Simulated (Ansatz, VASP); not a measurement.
HfB in VASP and in Ansatz

INCAR

```
SYSTEM = HfB
ALGO     = Normal         ! electronic algorithm
EDIFF    = 1E-7           ! SCF threshold, eV
ENCUT    = 520            ! plane-wave cutoff, eV
GGA      = PE             ! functional
ISIF     = 2              ! what is computed and relaxed
ISMEAR   = -1             ! smearing method
LASPH    = .TRUE.         ! aspherical terms in the spheres
LCHARG   = .FALSE.        ! write CHGCAR
LREAL    = .FALSE.        ! projectors in reciprocal space
LWAVE    = .FALSE.        ! write WAVECAR
NBANDS   = 14             ! bands
NELM     = 100            ! most SCF steps
PREC     = Accurate       ! precision mode
SIGMA    = 0.05           ! smearing width, eV
```

The input KPOINTS:

```
k-points
0
G
  10 10 10
  0 0 0
```

POSCAR

```
HfB
1.0
    0.0000000000      2.2787799567      2.2787799567
    2.2787799567      0.0000000000      2.2787799567
    2.2787799567      2.2787799567      0.0000000000
Hf B
1 1
Direct
    0.5000000000      0.5000000000      0.5000000000
    0.0000000000      0.0000000000      0.0000000000
```

Contents of input.yaml:

```yaml
crystal:
  lattice:
    - [0.0, 2.2787799567, 2.2787799567]
    - [2.2787799567, 0.0, 2.2787799567]
    - [2.2787799567, 2.2787799567, 0.0]
  atoms:
    - { symbol: Hf, position: [0.5, 0.5, 0.5] }
    - { symbol: B, position: [0.0, 0.0, 0.0] }
hamiltonian:
  xc: pbe
  pseudopotentials: { kind: paw }
kpoints:
  mp_grid: { grid: [10, 10, 10] }
scf:
  occupations: { method: fermi_dirac, width: 0.05 }
output:
  forces: true
  stress: true
  eigenvalues: true
  write_density: true
  write_potential: true
  elf: true
  volumetric_format: npy
```

Change from the starting cell: volume scaled by 0.96.

Alike in both runs: task single point; functional PBE; k mesh 10 × 10 × 10; occupations fermi-dirac, width 0.05 eV; no spin polarisation.

|  | VASP | Ansatz |
| --- | --- | --- |
| version | VASP 6.6.1 | Ansatz 0.2.0 |
| potentials or method | VASP PAW PBE potentials, release 64 (Hf_pv, B) | Ansatz PAW |
| plane-wave cutoff (eV) | 520 | 420 |
| valence electrons in the cell | 13 | 29 |

|  | VASP | Ansatz | Ansatz less VASP |
| --- | --- | --- | --- |
| gap on the k mesh at the Fermi level (eV) | none | none | - |
| pressure (GPa) | 42.8 | 41.5 | -1.27 |

A gap of «none» marks a metal or a gap that the smearing closes. The two sets of potentials don't hold the same shells in valence.

The runs have no spin-orbit coupling, so splittings on Hf are missing.
